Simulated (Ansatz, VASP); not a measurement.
**MgB2: VASP beside Ansatz**

INCAR

```
SYSTEM = MgB2
PREC = Accurate
ENCUT = 520
EDIFF = 1E-6
ISMEAR = 0
SIGMA = 0.1
LREAL = .False.
LASPH = .True.
NELM = 100
ALGO = Normal
ISIF = 2
LWAVE = .False.
LCHARG = .True.
GGA = PS
LELF = .True.
LVHAR = .True.
NBANDS = 11
```

The input KPOINTS:

```
Automatic mesh
0
Gamma
  15 15 12
  0 0 0
```

Contents of POSCAR:

```
MgB2
1.0
    3.2270649880      0.0000000000      0.0000000000
   -1.6135324940      2.7947202593      0.0000000000
    0.0000000000      0.0000000000      3.3681641500
Mg B
1 2
Direct
    0.0000000000      0.0000000000      0.0000000000
    0.3333333333      0.6666666667      0.5000000000
    0.6666666667      0.3333333333      0.5000000000
```

Input for Ansatz:

```yaml
crystal:
  lattice:
    - [3.227064988, 0.0, 0.0]
    - [-1.613532494, 2.7947202593, 0.0]
    - [0.0, 0.0, 3.36816415]
  atoms:
    - { symbol: Mg, position: [0.0, 0.0, 0.0] }
    - { symbol: B, position: [0.3333333333, 0.6666666667, 0.5] }
    - { symbol: B, position: [0.6666666667, 0.3333333333, 0.5] }
basis:
  ecutwfc: 420
kpoints:
  mp_grid: { grid: [15, 15, 12] }
hamiltonian:
  xc: pbesol
scf:
  occupations: { method: gaussian, width: 0.1 }
output:
  forces: true
  stress: true
  eigenvalues: true
```

Alike in both runs: task single point; functional PBEsol; k mesh 15 × 15 × 12; occupations gaussian, width 0.1 eV; no spin polarisation.

```csv
,VASP,Ansatz
version,VASP 6.6.1,Ansatz 0.2.0
potentials or method,"VASP PAW PBE potentials, release 64 (Mg, B)","scalar-relativistic, plane waves, PAW"
plane-wave cutoff (eV),520,420
valence electrons in the cell,8,16
```

Ansatz gave:

```
gap on the k mesh at the Fermi level (eV)       : none
pressure (GPa)                                  : -12.0
largest component of the traceless stress (GPa) : 16.00
```

Q: Which values does VASP return?

A: gap on the k mesh at the Fermi level (eV): none; pressure (GPa): -12.1; largest component of the traceless stress (GPa): 15.89.

A gap of «none» marks a metal or a gap that the smearing closes. The two sets of potentials don't hold the same shells in valence.

Caveats: the PAW data sets were made with another functional, which shifts forces and pressure a little (VASP).
